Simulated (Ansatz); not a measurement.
# 8 CO in a periodic box: molecular dynamics, part 2 of 2

Purpose: to see how the packed molecules move, order and perhaps react. The start is relaxed first. Runs: 40 steps of 1 fs under a Langevin thermostat at 1500 K; 60 steps of 1 fs at constant energy, with velocities drawn for 1500 K. The molecules were packed at random to 0.802 g/cm³.

Ansatz 0.2.0; DFT r2SCAN+D3(BJ), plane waves, PAW, scalar-relativistic, no spin polarisation. The steps go on from the part before.

**8. Run 2**

60 steps of 1 fs at constant energy, with velocities drawn for 1500 K, starting from the last frame of an earlier run, with new velocities.

Contents of input.yaml:

```yaml
accuracy: low
crystal:
  lattice:
    - [7.741753, 0.0, 0.0]
    - [0.0, 7.741753, 0.0]
    - [0.0, 0.0, 7.741753]
  atoms:
    - { symbol: O, position: [0.79388828, 0.69846303, 0.486866] }
    - { symbol: C, position: [0.86636249, 0.78898845, 0.39632548] }
    - { symbol: O, position: [0.95622491, 0.54384579, 0.92494219] }
    - { symbol: C, position: [1.06845849, 0.6079368, 0.84697564] }
    - { symbol: O, position: [0.28904485, 1.05808251, 0.61724494] }
    - { symbol: C, position: [0.27406576, 0.90849285, 0.60129036] }
    - { symbol: O, position: [0.09620697, 0.04776807, 0.13905535] }
    - { symbol: C, position: [-0.01242109, 0.0347402, 0.0273146] }
    - { symbol: O, position: [0.24065395, 0.44318245, 0.3404599] }
    - { symbol: C, position: [0.11881718, 0.51238312, 0.39011605] }
    - { symbol: O, position: [0.68297857, 0.4444258, 0.13617437] }
    - { symbol: C, position: [0.64836783, 0.30692617, 0.15963263] }
    - { symbol: O, position: [0.67372449, 0.82454697, 0.97843486] }
    - { symbol: C, position: [0.61844505, 0.84212058, 0.85020153] }
    - { symbol: O, position: [0.70395295, 0.27808263, 0.59558687] }
    - { symbol: C, position: [0.61435324, 0.38250562, 0.63827692] }
basis:
  ecutwfc: 500.0
kpoints:
  mp_grid: { grid: [1, 1, 1] }
hamiltonian:
  xc: r2scan
  dispersion: d3bj
scf:
  occupations: { method: fermi_dirac, width: 0.002 }
  lower_state_search: "off"
  max_iter: 67
md:
  timestep: 1
  n_steps: 60
  ensemble: nve
  temperature: 1500.0
  initial_velocities: maxwell_boltzmann
  seed: 295526
```

Started as:

```console
$ ansatz run input.yaml --threads 1 --pin off --max-ram 3072MiB --backend cpu --events-out ev --progress --plain --runs-dir out
```

The program printed, shortened:

```text
Warning: md: disabling space-group detection — thermal motion breaks the input geometry's symmetry, so no spatial operation reduces the k-mesh or symmetrises the density; time reversal is kept, so that k and −k are solved as one point where they differ and the mesh holds both, and exact [...]
Warning: the engine holds no damping parameters fitted to this dispersion correction and functional, so the run takes those fitted to r2scan beside the three-body term, which d3bj leaves out (hamiltonian.dispersion, under Limitations)
settings of this run that can trade accuracy for cost: accuracy: low. Do not mix this run's numbers with those of runs without the same settings; the input reference describes each key
Warning: RAYON_NUM_THREADS=1 ignored (pool sized by the plan → 1); use --threads N
[...]
Pseudopotentials: kind: paw
Pseudopotential: O, paw, valence charge 6, recommended cutoff 500 eV (meta_gga), O.paw.azcp
Pseudopotential: C, paw, valence charge 4, recommended cutoff 500 eV (meta_gga), C.paw.azcp
Functional definition: r2SCAN
[...]
Crystal: 16 atoms, lattice volume = 464.000 Å³
Basis set: ecut = 500 eV, 11753 PW (Γ), exchange–correlation on 180×180×180 points (27 copies of the dense FFT grid, shifted against one another)
Bands: 56, of which v1, the nominal top of the filled ones, is band 40 counted from 1 (39 counted from 0)
Symmetry: 1 space group operations
k-points: 1
[...]
SCF iter   1: F=-6546.158301 eV  HF=-6546.154764 eV  |F-HF|=3.54e-3  |Δ(HF+E_count)|=         —  Δρ=6.37e-3  dr2=1.77e-1  dr2_τ=2.41e0  ethr=1.77e-3  ⟨swp⟩=7.0  Hψ=247  notcnv=0
[...]
md step     0: t =     0.00 fs  T =  1500.0 K  F+E_penalty+E_count = -6546.24652922 eV  E_kin = 2.908350 eV  conserved = -6543.33817924 eV  (12 SCF iters)
[...]
md step     4: t =     4.00 fs  T =  1317.0 K  F+E_penalty+E_count = -6545.88236701 eV  E_kin = 2.553521 eV  conserved = -6543.32884615 eV  (10 SCF iters)
md step     5: t =     5.00 fs  T =  1411.1 K  F+E_penalty+E_count = -6546.07162031 eV  E_kin = 2.735980 eV  conserved = -6543.33564030 eV  (7 SCF iters)
```

**9. The output, continued: dynamics from the last frame of the run before**

Output, continued, shortened:

```text
md step     6: t =     6.00 fs  T =  1501.4 K  F+E_penalty+E_count = -6546.25336601 eV  E_kin = 2.911150 eV  conserved = -6543.34221600 eV  (6 SCF iters)
[...]
md step    19: t =    19.00 fs  T =  1292.3 K  F+E_penalty+E_count = -6545.83279188 eV  E_kin = 2.505571 eV  conserved = -6543.32722096 eV  (7 SCF iters)
[...]
md step    32: t =    32.00 fs  T =  1381.7 K  F+E_penalty+E_count = -6546.01146695 eV  E_kin = 2.679059 eV  conserved = -6543.33240784 eV  (6 SCF iters)
[...]
md step    45: t =    45.00 fs  T =  1401.0 K  F+E_penalty+E_count = -6546.05934459 eV  E_kin = 2.716483 eV  conserved = -6543.34286144 eV  (7 SCF iters)
[...]
md step    58: t =    58.00 fs  T =  1121.5 K  F+E_penalty+E_count = -6545.50778987 eV  E_kin = 2.174528 eV  conserved = -6543.33326154 eV  (7 SCF iters)
[...]
SCF converged after 2 iterations
Free energy (F): -6545.568650 eV
[...]
E sigma→0 (E₀):  -6545.568650 eV
Fermi energy:    -1.662646 eV
[...]
--- Forces (eV/Å), atoms counted from 1 ---
  atom   1  O      0.93216711    -0.08274788    -1.15458954
  atom   2  C     -0.89270275     0.06409080     0.98473953
  atom   3  O      3.98185837     2.40299242     0.15945264
  atom   4  C     -3.81177097    -2.34767644    -0.29461992
  atom   5  O     -0.41245337     0.61522390    -0.37964499
  atom   6  C      0.37698306    -0.75751490     0.39685061
  atom   7  O     -4.17132258     0.09234132    -4.11612000
  atom   8  C      4.21981208    -0.06097116     4.20992811
[...]
--- MD trajectory: 60 steps, t = 0.0 → 60.0 fs ---
  final state: T = 1150.6 K   F+E_penalty+E_count = -6545.56864974 eV   E_kin = 2.230879 eV
  conserved energy: peak-to-peak 2.102e-2 eV (1.314e-3 eV/atom) over 60.0 fs
settings of this run that can trade accuracy for cost: accuracy: low. Do not mix this run's numbers with those of runs without the same settings; the input reference describes each key
```

It took 18 min on 1 thread of Arm Neoverse V1, shared host; peak memory 0.84 GiB.

**10. Frames and traces**

One step in 5; energies are changes from step 0; msd is the mean square displacement from the start, the centre of mass held:

```csv
time (fs),T (K),potential energy change (meV/atom),total energy change (meV/atom),msd C (Å²),msd O (Å²)
0.0,1500,0.0,0.00,0.000,0.000
5.0,1411,10.9,0.16,0.005,0.005
10.0,1465,4.4,0.17,0.024,0.014
15.0,1547,-5.9,-0.25,0.050,0.033
20.0,1356,17.8,0.36,0.089,0.061
25.0,1491,1.0,-0.11,0.143,0.083
30.0,1544,-5.8,-0.39,0.207,0.118
35.0,1289,26.1,0.51,0.287,0.163
40.0,1451,5.8,-0.23,0.371,0.194
45.0,1401,11.7,-0.29,0.462,0.237
50.0,1101,49.0,0.61,0.573,0.294
55.0,1217,34.1,-0.13,0.662,0.332
60.0,1151,42.4,0.03,0.740,0.380
```

time (fs), T (K) and a bar:
```
      0.0       1500 ##########################
      3.0       1267 ###########
      5.0       1411 ####################
      8.0       1536 ############################
     10.0       1465 #######################
     13.0       1569 ##############################
     16.0       1445 ######################
     18.0       1284 ############
     21.0       1440 ######################
     23.0       1521 ###########################
     26.0       1465 #######################
     29.0       1544 ############################
     31.0       1480 ########################
     34.0       1264 ##########
     37.0       1410 ####################
     39.0       1455 #######################
     42.0       1380 ##################
     44.0       1380 ##################
     47.0       1293 ############
     50.0       1101 
     52.0       1169 ####
     55.0       1217 #######
     57.0       1166 ####
     60.0       1151 ###
```

Pair distribution over the second half of the run:

```csv
r (Å),g O–O,g O–C,g C–C
0.68,0.00,0.00,0.00
0.84,0.00,0.00,0.00
1.00,0.00,4.88,0.00
1.16,0.00,16.73,0.00
1.32,0.00,0.87,0.00
1.48,0.00,0.00,0.00
1.64,0.00,0.00,0.00
1.80,0.00,0.00,0.00
1.96,0.00,0.00,0.00
2.12,0.00,0.00,0.00
2.28,0.00,0.00,0.26
2.44,0.00,0.00,0.39
2.60,0.00,0.00,0.14
2.76,0.03,0.19,0.21
2.92,0.63,0.58,0.13
3.08,0.87,1.17,0.22
3.24,0.88,0.76,1.20
3.40,1.29,1.28,1.13
3.56,0.97,1.14,2.16
3.72,2.04,1.08,1.86
```

First peaks of g(r) (not always the tallest), and, where a minimum follows, the mean number of second-named atoms round a first-named one up to the next minimum:

```csv
pair,peak (Å),height,minimum (Å),neighbours
O–C,1.16,16.7,1.40,1.0
```

**11. Frames from the trajectory**

Positions (Å) and forces (eV/Å):

```xyz
16
Lattice="7.742 0.000 0.000 0.000 7.742 0.000 0.000 0.000 7.742" Properties=species:S:1:pos:R:3:forces:R:3 pbc="T T T" time_fs=10.0 T=1465 dE=0.0698
O     6.103    5.461    3.849   -0.093   -0.035    0.067
C     6.721    6.030    3.100    0.002    0.162   -0.092
O     7.371    4.204    7.083   -1.444   -0.888    0.767
C     8.235    4.699    6.588    1.526    0.862   -0.789
O     2.167    8.232    4.774    0.084    9.925   -0.071
C     2.158    7.169    4.785   -0.116   -9.878   -0.023
O     0.775    0.310    0.981    6.713    0.768    6.393
C     0.005    0.222    0.251   -6.502   -0.647   -6.415
O     1.808    3.266    2.614    4.242   -4.321   -3.394
C     1.153    3.944    3.140   -4.116    4.190    3.365
O     5.247    3.519    1.078   -0.356   -2.340    0.205
C     5.115    2.381    1.137    0.239    2.309   -0.129
O     5.224    6.547    7.633   -0.774   -0.166   -1.546
C     4.809    6.514    6.572    0.609    0.105    1.612
O     5.384    2.103    4.591    1.866   -1.984   -0.459
C     4.648    2.908    4.774   -1.881    1.938    0.508
16
Lattice="7.742 0.000 0.000 0.000 7.742 0.000 0.000 0.000 7.742" Properties=species:S:1:pos:R:3:forces:R:3 pbc="T T T" time_fs=20.0 T=1356 dE=0.2844
O     6.062    5.518    3.925   -0.492   -0.375    0.573
C     6.724    5.959    3.137    0.500    0.411   -0.654
O     7.326    4.187    7.014   -1.544   -0.939    0.634
C     8.223    4.703    6.606    1.603    0.919   -0.641
O     2.094    8.366    4.767    0.547   -6.424    0.818
C     2.195    7.182    4.911   -0.573    6.463   -0.878
O     0.878    0.260    0.957   -1.825   -0.189   -1.590
C     0.027    0.174    0.192    2.088    0.306    1.570
O     1.766    3.064    2.558   -2.640    6.188    5.072
C     1.381    3.959    3.302    2.666   -6.239   -5.127
O     5.196    3.558    1.109   -0.075    0.077    0.073
C     5.217    2.435    1.033   -0.029   -0.091   -0.003
O     5.213    6.711    7.673   -1.411   -0.804   -3.489
C     4.841    6.502    6.592    1.174    0.725    3.588
O     5.341    2.036    4.574   -3.820    3.881    0.147
C     4.509    2.874    4.606    3.831   -3.909   -0.095
16
Lattice="7.742 0.000 0.000 0.000 7.742 0.000 0.000 0.000 7.742" Properties=species:S:1:pos:R:3:forces:R:3 pbc="T T T" time_fs=30.0 T=1544 dE=-0.0924
O     6.020    5.573    4.000    0.951    0.353   -1.141
C     6.728    5.894    3.168   -0.890   -0.372    1.025
O     7.264    4.157    6.944    3.794    2.164   -1.323
C     8.238    4.724    6.625   -3.728   -2.175    1.300
O     2.023    8.414    4.766    0.365   -1.956    0.473
C     2.228    7.316    5.024   -0.420    1.969   -0.514
O     0.976    0.208    0.929   -5.210   -0.402   -4.536
C     0.076    0.137    0.137    5.465    0.492    4.522
O     1.667    2.981    2.597   -0.027   -1.521   -1.423
C     1.687    3.811    3.335   -0.084    1.565    1.341
O     5.143    3.586    1.141   -0.282    1.403    0.315
C     5.311    2.503    0.935    0.186   -1.408   -0.252
O     5.176    6.854    7.670    1.228    1.609    5.042
C     4.890    6.513    6.677   -1.466   -1.682   -4.905
O     5.245    2.022    4.560    2.264   -2.073    0.347
C     4.440    2.767    4.440   -2.147    2.034   -0.269
16
Lattice="7.742 0.000 0.000 0.000 7.742 0.000 0.000 0.000 7.742" Properties=species:S:1:pos:R:3:forces:R:3 pbc="T T T" time_fs=40.0 T=1451 dE=0.0921
O     5.994    5.631    4.055   -0.173   -0.125    0.120
C     6.716    5.823    3.216    0.252    0.088   -0.282
O     7.253    4.154    6.854   -2.466   -1.482    0.407
C     8.191    4.707    6.669    2.541    1.480   -0.443
O     1.964    8.449    4.780   -1.997    6.997   -2.382
C     2.240    7.466    5.115    1.934   -7.021    2.363
O     1.012    0.152    0.851    8.420    0.435    7.615
C     0.227    0.112    0.148   -8.233   -0.389   -7.611
O     1.598    2.896    2.632   -0.248   -0.674   -0.673
C     1.942    3.672    3.364   -0.150    0.894    0.492
O     5.084    3.616    1.179    0.675   -2.317   -0.747
C     5.406    2.567    0.834   -0.765    2.319    0.805
O     5.141    7.005    7.716   -0.616   -1.033   -1.934
C     4.918    6.507    6.708    0.415    0.983    2.107
O     5.174    1.984    4.542    1.200   -1.026    0.392
C     4.349    2.688    4.284   -0.788    0.872   -0.231
16
Lattice="7.742 0.000 0.000 0.000 7.742 0.000 0.000 0.000 7.742" Properties=species:S:1:pos:R:3:forces:R:3 pbc="T T T" time_fs=50.0 T=1101 dE=0.7837
O     5.970    5.684    4.102   -0.521   -0.112    0.481
C     6.706    5.756    3.262    0.589    0.077   -0.666
O     7.220    4.136    6.768   -0.670   -0.410   -0.044
C     8.179    4.710    6.704    0.782    0.432   -0.033
O     1.878    8.553    4.765    2.430   -6.295    2.945
C     2.283    7.522    5.243   -2.472    6.192   -2.916
O     1.134    0.101    0.853   -3.315   -0.051   -3.049
C     0.280    0.083    0.054    3.447    0.089    3.082
O     1.504    2.820    2.670    4.527    4.299    4.286
C     2.196    3.539    3.374   -5.577   -3.568   -4.623
O     5.034    3.607    1.205   -0.254    0.513    0.226
C     5.482    2.683    0.753    0.166   -0.551   -0.160
O     5.086    7.147    7.739   -0.503   -1.839   -2.666
C     4.955    6.509    6.783    0.315    1.807    2.857
O     5.124    1.931    4.541   -3.590    2.822   -1.646
C     4.266    2.615    4.121    4.648   -3.405    1.927
16
Lattice="7.742 0.000 0.000 0.000 7.742 0.000 0.000 0.000 7.742" Properties=species:S:1:pos:R:3:forces:R:3 pbc="T T T" time_fs=60.0 T=1151 dE=0.6779
O     5.945    5.735    4.145    0.932   -0.083   -1.155
C     6.705    5.690    3.299   -0.893    0.064    0.985
O     7.183    4.115    6.670    3.982    2.403    0.159
C     8.182    4.719    6.749   -3.812   -2.348   -0.295
O     1.822    8.565    4.789   -0.412    0.615   -0.380
C     2.282    7.693    5.319    0.377   -0.757    0.397
O     1.224    0.049    0.832   -4.171    0.092   -4.116
C     0.385    0.060   -0.007    4.220   -0.061    4.210
O     1.503    2.802    2.773   -6.383   -5.558   -4.623
C     2.244    3.385    3.272    4.943    6.558    4.213
O     4.988    3.599    1.226   -0.556    0.877    0.471
C     5.546    2.796    0.684    0.448   -0.956   -0.400
O     5.022    7.259    7.733    0.064    3.594    4.199
C     4.990    6.548    6.911   -0.201   -3.604   -4.027
O     5.050    1.894    4.535    2.885   -2.236    2.395
C     4.299    2.475    3.987   -1.423    1.399   -2.033
```

Reading of run 2. The temperature starts at 1500 K and averages 1293 K in the second half, where it ranges from 1101 to 1544 K. The total energy strays from its start by at most 0.82 meV/atom, 0.5 % of the mean kinetic energy, which is good for a step of 1 fs. Over the second half C atoms stand 0.7 Å (root mean square) from where they began, and the farthest move is 1.5 Å.

**12. Results**

The summary covers parts 1 to 2.

```
                                    quantity                                    value
                     relaxation of the start                 12 moves, 1.444 eV lower
                               run 1: length                         40 steps of 1 fs
     run 1: temperature, first and last step                          1406 and 1471 K
             run 1: temperature, second half         mean 1553 K, from 1376 to 1809 K
        run 1: potential energy, second half  +38 meV/atom from this run's first step
run 1: mean square displacement, second half                      O 0.160, C 0.147 Å²
                               run 2: length                         60 steps of 1 fs
     run 2: temperature, first and last step                          1500 and 1151 K
             run 2: temperature, second half         mean 1293 K, from 1101 to 1544 K
        run 2: potential energy, second half  +25 meV/atom from this run's first step
   run 2: largest change of the total energy                            0.82 meV/atom
run 2: mean square displacement, second half                      C 0.471, O 0.245 Å²
```

**Reading.** Mean temperatures of the second halves: 1553 K, 1293 K. In the last run: over the second half C atoms stand 0.7 Å (root mean square) from where they began, and the farthest move is 1.5 Å. A run of 60 fs with 16 atoms shows the motion but fixes no equilibrium value. Accuracy level and mesh were kept low to afford the steps.
